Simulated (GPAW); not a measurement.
# Zn (Im-3m) in GPAW: reference runs

How does Zn come out in PBE? The cell is run as given and disturbed.

Everything below comes from runs of GPAW 26.7.0. Logs are shortened: lines on timing, memory, paths and dates and some standing lists are left out, and cuts for length are marked. The log counts tension as positive stress, the text compression.

### Step 1. The structure

It takes space group Im-3m (No. 229, cubic). Conventional cell: a = 3.138 Å, b = 3.138 Å, c = 3.138 Å, α = 90.00°, β = 90.00°, γ = 90.00°. Zn (site symmetry m-3m) is surrounded by 8 Zn at 2.72 Å.

This isn't the form of Zn at room conditions, which is hcp.

### Step 2. Single point, PBE

File run.py:

```python
from ase import Atoms
from ase.dft.bandgap import bandgap
from ase.io import write
from ase.units import Bohr, GPa
from gpaw import GPAW, PW
from gpaw.elf import elf_from_dft_calculation

atoms = Atoms(['Zn'],
              cell=[[-1.569037, 1.569037, 1.569037],
                    [1.569037, -1.569037, 1.569037],
                    [1.569037, 1.569037, -1.569037]],
              scaled_positions=[[0.0, 0.0, 0.0]],
              pbc=True)

calc = GPAW(mode=PW(600),
            xc='PBE',
            kpts={'size': (12, 12, 12), 'gamma': True},
            occupations={'name': 'fermi-dirac', 'width': 0.05},
            nbands=13,
            convergence={'density': 1e-05, 'energy': 1e-05},
            maxiter=150,
            txt='gpaw.txt')
atoms.calc = calc
energy = atoms.get_potential_energy()
forces = atoms.get_forces()
stress = atoms.get_stress()
calc.write('gs.gpw')
write('result.traj', atoms)
print(f'Energy: {energy:.6f} eV')
print('Forces (eV/A):')
print(forces.round(4))
print('Stress (GPa):', (stress / GPa).round(3))
print('Fermi level:', round(calc.get_fermi_level(), 4), 'eV')
print(f'Gap: {bandgap(calc)[0]:.4f} eV, direct: {bandgap(calc, direct=True)[0]:.4f} eV')

# fields on the real-space grid
write('density.cube', atoms, data=calc.get_pseudo_density() * Bohr**3)
write('potential.cube', atoms, data=calc.get_electrostatic_potential())
write('elf.cube', atoms, data=elf_from_dft_calculation(calc).data)
```

Potentials or basis: GPAW PAW data sets (gpaw-data 1.2.1), pw.

Launch:

```sh
$ OMP_NUM_THREADS=1 python run.py
```

gpaw.txt:

```text
__  _  _
 | _ |_)|_||  |
 |__||  | ||/\| - 26.7.0

Input parameters:
  mode=PW(ecut=600.0),
  convergence={'density': 1e-05, 'energy': 1e-05},
  kpts=MonkhorstPack(size=(12, 12, 12), gamma=True),
  maxiter=150,
  nbands=13,
  occupations=Occupations(name='fermi-dirac', width=0.05),
  xc=XC(name='PBE')

Diagonalizing LCAO Hamiltonian
Converting LCAO to pw mode

       Zn

Atoms  # Å, Bohr magnetons
|   | symbol |        x |        y |        z |    initial magnetic moments |
|---|--------|----------|----------|----------|-----------------------------|
| 0 |     Zn | 0.000000 | 0.000000 | 0.000000 | ( 0.0000,  0.0000,  0.0000) |

Unit cell  # Å
| periodic |         x |         y |         z |  lengths |     angles |
|----------|-----------|-----------|-----------|----------|------------|
|      yes | -1.569037 |  1.569037 |  1.569037 | 2.717652 | 109.471221 |
|      yes |  1.569037 | -1.569037 |  1.569037 | 2.717652 | 109.471221 |
|      yes |  1.569037 |  1.569037 | -1.569037 | 2.717652 | 109.471221 |

Number of symmetries: 48
Symmetry operations  # r_c * U_cc + t_c -> r_c
|    | kind |            matrix            |
|----|------|------------------------------|
|  0 |  σ   |  1, 1, 1,  0, 0,-1,  0,-1, 0 |
|  1 |  C4  |  1, 1, 1,  0, 0,-1, -1, 0, 0 |
|  2 |  C2  |  1, 1, 1,  0,-1, 0,  0, 0,-1 |
|  3 |  S6  |  1, 1, 1,  0,-1, 0, -1, 0, 0 |
|  4 |  S6  |  1, 1, 1, -1, 0, 0,  0, 0,-1 |
|  5 |  C4  |  1, 1, 1, -1, 0, 0,  0,-1, 0 |
|  6 |  E   |  1, 0, 0,  0, 1, 0,  0, 0, 1 |
|  7 |  σ   |  1, 0, 0,  0, 1, 0, -1,-1,-1 |
|  8 |  σ   |  1, 0, 0,  0, 0, 1,  0, 1, 0 |
|  9 |  C3  |  1, 0, 0,  0, 0, 1, -1,-1,-1 |
| 10 |  C3  |  1, 0, 0, -1,-1,-1,  0, 1, 0 |
| 11 |  σ   |  1, 0, 0, -1,-1,-1,  0, 0, 1 |
| 12 |  σ   |  0, 1, 0,  1, 0, 0,  0, 0, 1 |
| 13 |  C2  |  0, 1, 0,  1, 0, 0, -1,-1,-1 |
| 14 |  C3  |  0, 1, 0,  0, 0, 1,  1, 0, 0 |
| 15 |  S4  |  0, 1, 0,  0, 0, 1, -1,-1,-1 |
| 16 |  S4  |  0, 1, 0, -1,-1,-1,  1, 0, 0 |
| 17 |  C3  |  0, 1, 0, -1,-1,-1,  0, 0, 1 |
| 18 |  C3  |  0, 0, 1,  1, 0, 0,  0, 1, 0 |
| 19 |  S4  |  0, 0, 1,  1, 0, 0, -1,-1,-1 |
| 20 |  σ   |  0, 0, 1,  0, 1, 0,  1, 0, 0 |
| 21 |  C3  |  0, 0, 1,  0, 1, 0, -1,-1,-1 |
| 22 |  C2  |  0, 0, 1, -1,-1,-1,  1, 0, 0 |
| 23 |  S4  |  0, 0, 1, -1,-1,-1,  0, 1, 0 |
| 24 |  C4  |  0, 0,-1,  1, 1, 1,  0,-1, 0 |
| 25 |  σ   |  0, 0,-1,  1, 1, 1, -1, 0, 0 |
| 26 |  S6  |  0, 0,-1,  0,-1, 0,  1, 1, 1 |
| 27 |  C2  |  0, 0,-1,  0,-1, 0, -1, 0, 0 |
| 28 |  C4  |  0, 0,-1, -1, 0, 0,  1, 1, 1 |
| 29 |  S6  |  0, 0,-1, -1, 0, 0,  0,-1, 0 |
| 30 |  S6  |  0,-1, 0,  1, 1, 1,  0, 0,-1 |
| 31 |  C4  |  0,-1, 0,  1, 1, 1, -1, 0, 0 |
| 32 |  C4  |  0,-1, 0,  0, 0,-1,  1, 1, 1 |
| 33 |  S6  |  0,-1, 0,  0, 0,-1, -1, 0, 0 |
| 34 |  σ   |  0,-1, 0, -1, 0, 0,  1, 1, 1 |
| 35 |  C2  |  0,-1, 0, -1, 0, 0,  0, 0,-1 |
| 36 |  C2  | -1, 0, 0,  1, 1, 1,  0, 0,-1 |
| 37 |  S6  | -1, 0, 0,  1, 1, 1,  0,-1, 0 |
| 38 |  S6  | -1, 0, 0,  0, 0,-1,  1, 1, 1 |
| 39 |  C2  | -1, 0, 0,  0, 0,-1,  0,-1, 0 |
| 40 |  C2  | -1, 0, 0,  0,-1, 0,  1, 1, 1 |
| 41 |  i   | -1, 0, 0,  0,-1, 0,  0, 0,-1 |
| 42 |  S4  | -1,-1,-1,  1, 0, 0,  0, 1, 0 |
| 43 |  C3  | -1,-1,-1,  1, 0, 0,  0, 0, 1 |
| 44 |  C3  | -1,-1,-1,  0, 1, 0,  1, 0, 0 |
| 45 |  σ   | -1,-1,-1,  0, 1, 0,  0, 0, 1 |
| 46 |  S4  | -1,-1,-1,  0, 0, 1,  1, 0, 0 |
| 47 |  C2  | -1,-1,-1,  0, 0, 1,  0, 1, 0 |

BZ-sampling:
  Number of BZ points: 1728
  Number of IBZ points: 72

  Monkhorst-Pack size: [12, 12, 12]
  Monkhorst-Pack shift: [0.041666666666666664, 0.041666666666666664, 0.041666666666666664]

K-points  # in reciprocal-cell coordinates
|     |                                coordinates |     weight |
|-----|--------------------------------------------|------------|
|   0 | ( -0.00000000,  -0.00000000,  -0.00000000) | 0.00057870 |
|   1 | (  0.08333333,  -0.00000000,  -0.00000000) | 0.00694444 |
|   2 | (  0.08333333,   0.08333333,  -0.08333333) | 0.00347222 |
|   3 | (  0.16666667,  -0.00000000,  -0.08333333) | 0.01388889 |
|   4 | (  0.16666667,  -0.00000000,  -0.00000000) | 0.00694444 |
|   5 | (  0.16666667,   0.08333333,  -0.08333333) | 0.01388889 |
|   6 | (  0.16666667,   0.16666667,  -0.16666667) | 0.00347222 |
|   7 | (  0.25000000,  -0.08333333,  -0.08333333) | 0.00462963 |
|   8 | (  0.25000000,  -0.00000000,  -0.08333333) | 0.02777778 |
|   9 | (  0.25000000,  -0.00000000,  -0.00000000) | 0.00694444 |
| ... |                                            |            |
|  71 | (  0.50000000,   0.50000000,   0.50000000) | 0.00057870 |

Plane wave coefficients: 533
Cutoff: 600.0 eV

Spin-components: 1 (collinear spins)
Bands:           13
Projectors:      6
Spin-degeneracy: 2
Datatype:        complex128

Density:
  Valence electrons: 12.0
  Components: 1
  Grid points: [16 16 16]
  Charge: 0.0  # |e|

Potential:
  Grid points: [16 16 16]

species:
  Zn:
    name:    Zinc
    Z:       30.0
    valence: 12
    core:    18
    charge:  0.0  # [|e|]
    compensation charges:
      type: gauss
      rc: 0.37  # [Å]
      lmax: 2
    cutoffs:
      filter: 2.14  # [Å]
      core: 2.28  # [Å]
    projectors
    | kind |    occ | energy [eV] | rcut [Å] |
    |------|--------|-------------|----------|
    |   4s |  2.000 |      -5.977 |    1.286 |
    |   4p |  0.000 |      -1.117 |    1.270 |
    |   3d | 10.000 |     -10.142 |    1.180 |
    |    s |        |      21.234 |    1.286 |
    |    p |        |      26.095 |    1.270 |
    |    d |        |      17.070 |    1.180 |

    Using partial waves for Zn as LCAO basis

Reference energy: -48861.326653  # eV

eigensolver:
  PPCG
  Converge bands: occupied
  niter=2

density mixing:
  MSR1-Mixer
  Pratt-step length: 0.05
  Maximum mixing coefficient: 0.75
  Old densities: 10
  SVD Regularization: 0.005
  Good broyden scale: 1.0
  Trust region scale: 1.0
  Backstep threshold: 4.0
  History deletion threshold: 6.0
  Fourier metric: weight=20.0, sigma=0.015

occupation numbers:
  Fermi-Dirac:
    width: 0.0500  # eV

poisson solver:
  ecut: 4800.0  # eV

xc functional:
  name: PBE with 2 nearest neighbor stencil

convergence criteria:
- Maximum integral of absolute [dens]ity change: 1e-05 electrons / valence electron
- Maximum [total energy] change in last 3 cyles: 1e-05 eV / valence electron
- Maximum integral of absolute [eigenst]ate change: 4e-08 eV^2 / valence electron
maximum number of iterations: 150

SCF iterations
|iter     | |      energy | eigst |  dens |
|---------|-|-------------|-------|-------|
|iter:   1| |   -1.169868 | -0.08 |       |
|iter:   2| |   -1.147863 | -3.05 | -1.42 |
|iter:   3| |   -1.096390 | -1.96 | -1.47 |
|iter:   4| |   -1.098440 | -3.34 | -1.91 |
|iter:   5| |   -1.098886 | -3.28 | -2.27 |
|iter:   6| |   -1.098913 | -5.28 | -3.74 |
|iter:   7| |   -1.098916c| -5.75 | -3.78 |
|iter:   8| |   -1.098916c| -8.32c| -4.97 |
|iter:   9| |   -1.098916c| -8.92c| -5.36c|

Converged in 9 steps
Energy contributions relative to reference atoms: (reference = -48861.326653)

Energy contributions:
  Kinetic:          -1.039188
  Coulomb:           2.634298
  Zero:             -0.024489
  External:          0.000000
  Xc:               -2.667686
  Entropy:          -0.003704
  Spinorbit:         0.000000
  ----------------------------
  Free energy:      -1.100768
  Extrapolated:     -1.098916

dipole moment: (-3.013053, -3.013053, -3.013053)  # |e|*Ang

Fermi level: 6.557
Eigenvalues  # (at kpt = [-0.000, -0.000, -0.000])
| band index |      eig [eV] | occ [0-2] |
|------------|---------------|-----------|
|          0 |        -3.744 |     2.000 |
|          1 |        -1.133 |     2.000 |
|          2 |        -1.133 |     2.000 |
|          3 |        -1.133 |     2.000 |
|          4 |        -0.642 |     2.000 |
|          5 |        -0.642 |     2.000 |
|          6 |        25.544 |     0.000 |
|          7 |        25.544 |     0.000 |
|          8 |        25.544 |     0.000 |
|          9 |        27.070 |     0.000 |
|         10 |        27.070 |     0.000 |
|         11 |        27.070 |     0.000 |
|         12 |        28.503 |     0.000 |

No gap
No difference between direct/indirect transitions

Forces  # eV/Ang
|       x |        y |       z |
|---------|----------|---------|
| 0.00000 | -0.00000 | 0.00000 |  # Zn   0

Stress tensor  # eV/Ang^3
|        x |         y |         z |
|----------|-----------|-----------|
| 0.004440 |  0.000000 |  0.000000 |
| 0.000000 |  0.004440 | -0.000000 |
| 0.000000 | -0.000000 |  0.004440 |

# Writing to gs.gpw (mode='')
```

Run time: 12 s. Hardware: 1 thread of Arm Neoverse V1, shared host; peak memory 0.13 GiB.

What came out:

* Free energy: -1.1008 eV
* Pressure: -0.7 GPa
* Band gap on the k mesh: none (metal or under the smearing width)

### Step 3. Single point, PBE (cell strained at random at fixed volume)

File run.py:

```python
from ase.dft.bandgap import bandgap
from ase.io import read, write
from ase.units import GPa
from gpaw import GPAW, PW

atoms = read('Zn.xyz')

calc = GPAW(mode=PW(600),
            xc='PBE',
            kpts={'size': (12, 12, 12), 'gamma': True},
            occupations={'name': 'fermi-dirac', 'width': 0.05},
            nbands=13,
            convergence={'density': 1e-05, 'energy': 1e-05},
            maxiter=150,
            txt='gpaw.txt')
atoms.calc = calc
energy = atoms.get_potential_energy()
forces = atoms.get_forces()
stress = atoms.get_stress()
calc.write('gs.gpw')
write('result.traj', atoms)
print(f'Energy: {energy:.6f} eV')
print('Forces (eV/A):')
print(forces.round(4))
print('Stress (GPa):', (stress / GPa).round(3))
print('Fermi level:', round(calc.get_fermi_level(), 4), 'eV')
print(f'Gap: {bandgap(calc)[0]:.4f} eV, direct: {bandgap(calc, direct=True)[0]:.4f} eV')
```

File Zn.xyz:

```xyz
1
Lattice="-1.5271390000 1.5617310000 1.5269050000 1.4864710000 -1.6587790000 1.5832850000 1.5658470000 1.6974880000 -1.6239530000" Properties=species:S:1:pos:R:3 pbc="T T T"
Zn    -0.0200253581      0.0571981531      0.0049913173
```

Potentials or basis: GPAW PAW data sets (gpaw-data 1.2.1), pw.

Launch:

```sh
$ OMP_NUM_THREADS=1 python run.py
```

Run time: 1.8 min. Hardware: 1 thread of Arm Neoverse V1, shared host; peak memory 0.29 GiB.

It converged, with:

```
Free energy            : -1.1078 eV
Pressure               : -0.5 GPa
Band gap on the k mesh : none (metal or under the smearing width)
```

Stress tensor (GPa, compression positive):
```
-1.61  0.55  0.25
 0.55  0.21 -1.19
 0.25 -1.19  0.04
```

Levels at points of the mesh, in eV from the Fermi level:
| k point | band 2 | band 3 | band 4 | band 5 | band 6 | band 7 | band 8 | band 9 |
| --- | --- | --- | --- | --- | --- | --- | --- | --- |
| (0.00, 0.00, 0.00) | -7.87 | -7.84 | -7.64 | -7.33 | -7.25 | 16.87 | 18.61 | 19.47 |
| (0.00, 0.00, 0.50) | -8.08 | -7.35 | -7.22 | -6.98 | -2.86 | -1.34 | 11.52 | 13.13 |
| (0.00, 0.50, 0.00) | -8.14 | -7.27 | -7.23 | -6.93 | -2.34 | -0.38 | 9.43 | 12.31 |
| (0.00, 0.50, 0.50) | -8.08 | -7.34 | -7.22 | -7.01 | -3.13 | -1.91 | 12.45 | 13.62 |
| (0.50, 0.00, 0.00) | -7.97 | -7.42 | -7.31 | -6.91 | -2.53 | -0.67 | 10.96 | 13.25 |
| (0.50, 0.00, 0.50) | -8.17 | -7.24 | -7.20 | -6.97 | -2.63 | -0.92 | 10.51 | 12.07 |
| (0.50, 0.50, 0.00) | -8.05 | -7.37 | -7.24 | -6.94 | -2.62 | -0.86 | 10.45 | 13.47 |
| (0.50, 0.50, 0.50) | -8.33 | -7.13 | -7.01 | -6.97 | 3.01 | 4.45 | 5.01 | 6.73 |
